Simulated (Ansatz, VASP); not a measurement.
# Two plane-wave programs on MgSe

POSCAR

```
MgSe
1.0
    0.0000000000      2.7362693767      2.7362693767
    2.7362693767      0.0000000000      2.7362693767
    2.7362693767      2.7362693767      0.0000000000
Mg Se
1 1
Direct
    0.0000000000      0.0000000000      0.0000000000
    0.5000000000      0.5000000000      0.5000000000
```

Contents of INCAR.step1:

```
SYSTEM = MgSe
PREC     = Accurate       ! precision mode
ENCUT    = 520            ! plane-wave cutoff, eV
EDIFF    = 1E-5           ! SCF threshold, eV
ISMEAR   = 0              ! smearing method
SIGMA    = 0.01           ! smearing width, eV
LREAL    = .FALSE.        ! projectors in reciprocal space
LASPH    = .TRUE.         ! aspherical terms in the spheres
NELM     = 100            ! most SCF steps
ALGO     = Normal         ! electronic algorithm
ISIF     = 2              ! what is computed and relaxed
LWAVE    = .TRUE.         ! write WAVECAR
LCHARG   = .FALSE.        ! write CHGCAR
GGA      = PE             ! functional
NBANDS   = 11             ! bands
```

The input INCAR.step2:

```
SYSTEM = MgSe
PREC     = Accurate       ! precision mode
ENCUT    = 520            ! plane-wave cutoff, eV
EDIFF    = 1E-7           ! SCF threshold, eV
ISMEAR   = 0              ! smearing method
SIGMA    = 0.01           ! smearing width, eV
LREAL    = .FALSE.        ! projectors in reciprocal space
LASPH    = .TRUE.         ! aspherical terms in the spheres
NELM     = 100            ! most SCF steps
ALGO     = Normal         ! electronic algorithm
ISIF     = 2              ! what is computed and relaxed
LWAVE    = .FALSE.        ! write WAVECAR
LCHARG   = .FALSE.        ! write CHGCAR
GGA      = PE             ! functional
LHFCALC  = .TRUE.         ! exact exchange
AEXX     = 0.15           ! exact-exchange fraction
HFSCREEN = 0.1            ! screening, 1/A
PRECFOCK = Normal       
ISTART   = 1            
NBANDS   = 11             ! bands
```

File KPOINTS:

```
Automatic mesh
0
G
  4 4 4
  0 0 0
```

Input for Ansatz:

```yaml
crystal:
  lattice:
    - [0.0, 2.7362693767, 2.7362693767]
    - [2.7362693767, 0.0, 2.7362693767]
    - [2.7362693767, 2.7362693767, 0.0]
  atoms:
    - { symbol: Mg, position: [0.0, 0.0, 0.0] }
    - { symbol: Se, position: [0.5, 0.5, 0.5] }
kpoints:
  mp_grid: { grid: [4, 4, 4] }
hamiltonian:
  xc: { exchange: pbe, correlation: pbe, exx: { coeff: 0.15, omega: 0.1 } }
scf:
  occupations: { method: fixed }
  n_extra_bands: 4
output:
  forces: true
  stress: true
  eigenvalues: true
```

Alike in both runs: task single point; functional PBE-based screened hybrid; k mesh 4 × 4 × 4; no spin polarisation.

|  | VASP | Ansatz |
| --- | --- | --- |
| version | VASP 6.6.1 | Ansatz 0.2.0 |
| potentials or method | VASP PAW PBE potentials, release 64 (Mg, Se) | plane waves |
| plane-wave cutoff (eV) | 520 | 420 |
| occupations | gaussian, width 0.01 eV | fixed |
| valence electrons in the cell | 8 | 26 |

|  | VASP | Ansatz | Ansatz less VASP |
| --- | --- | --- | --- |
| gap on the k mesh at the Fermi level (eV) | 2.47 | 2.48 | +0.014 |
| pressure (GPa) | 0.3 | 0.6 | +0.30 |

The two sets of potentials don't hold the same shells in valence. Ansatz warned: «stress_exchange_threshold_loose».

Caveats: the k mesh is coarse (spacing up to 0.50 Å⁻¹), so the values aren't converged; the PAW data sets were made with another functional, which shifts forces and pressure a little (VASP). A k mesh can miss the band edges.
